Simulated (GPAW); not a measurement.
Crystal: BN.

```
B N
1.0
    -0.16678    1.82454    2.17833
     1.74589    0.13820    1.87336
     1.77924    1.55291    0.10485
B N
1 1
Cartesian
  3.5130 1.6935 1.9814
  2.5309 2.6343 3.1142
```

The cell comes from a database or a generator and needn't be the stable form of this composition.

The cell isn't the ideal one: cell sheared at random, sigma 0.1, atoms nudged by 0.01 Å.

Base run:

| Property | Result |
| --- | --- |
| Program | GPAW 26.7.0 |
| Functional | AM05 |
| Potentials or basis | PAW data sets generated in the run's folder for this functional |
| Cutoff | 800 eV |
| Basis | pw |
| k mesh | 11 × 14 × 14 |
| Occupations | fermi-dirac, width 0.05 eV |
| Spin | no spin polarisation |

Its results: band gap on the k mesh 1.09 eV, indirect (least direct gap 2.11 eV); pressure 20.9 GPa; largest force 1.444 eV/Å.

Question: The run is repeated on the same cell with these changes: functional from AM05 to PBE; potentials or basis from PAW data sets generated in the run's folder for this functional to GPAW PAW data sets (gpaw-data 1.2.1). What comes out?

Answer: Band gap on the k mesh 1.26 eV, indirect (least direct gap 2.17 eV); pressure 28.2 GPa; largest force 1.494 eV/Å.

Caveats: an odd mesh through Γ misses points on the zone boundary, where band edges often lie; forces of over 1 eV/Å show positions far from the minimum, so gaps and moduli don't describe the material at rest; so large a pressure means that the cell lies far from this level's equilibrium, or that cutoff or potentials fall short (some runs); a pressure of tens of GPa on the cell as given is suspect, and the run, the potentials or the cell itself is likely at fault (some runs).
